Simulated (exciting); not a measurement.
Runs of exciting (release sodium) on MgO. It takes space group Fm-3m (No. 225, cubic). Conventional cell: a = 4.194 Å, b = 4.194 Å, c = 4.194 Å, α = 90.00°, β = 90.00°, γ = 90.00°. Mg (site symmetry m-3m) is surrounded by 6 O at 2.10 Å. O (site symmetry m-3m) is surrounded by 6 Mg at 2.10 Å. The cell is a database's computed one.

```tsv
task	level	smearing	outputlevel	epsengy	epspot	maxscl	gap on the mesh (eV)
single point	PBE	gaussian 0.011 eV	high	1e-05 Ha	1e-05 Ha	60	4.87
band structure	revPBE	fermi-dirac 0.05 eV	high	1e-05 Ha	1e-05 Ha	60	4.96
band structure	PBE	fermi-dirac 0.05 eV	normal	1e-05 Ha	1e-05 Ha	60	4.87
band structure	PBEsol	fermi-dirac 0.05 eV	normal	1e-05 Ha	1e-05 Ha	60	4.77
single point	PBE	fermi-dirac 0.05 eV	-	1e-05 Ha	1e-05 Ha	60	4.87
band structure	RPBE	fermi-dirac 0.05 eV	normal	1e-05 Ha	1e-05 Ha	60	(a)
band structure	LDA	fermi-dirac 0.05 eV	normal	1e-05 Ha	1e-05 Ha	60	4.78
```

Alike in all rows: potentials or basis all-electron LAPW+lo, shipped species files, valence relativity iora*; no spin polarisation; cell as given; k mesh 11 × 11 × 11; rgkmax 7.5.

Question: Estimate the missing entries.

Answer: (a) 4.99.

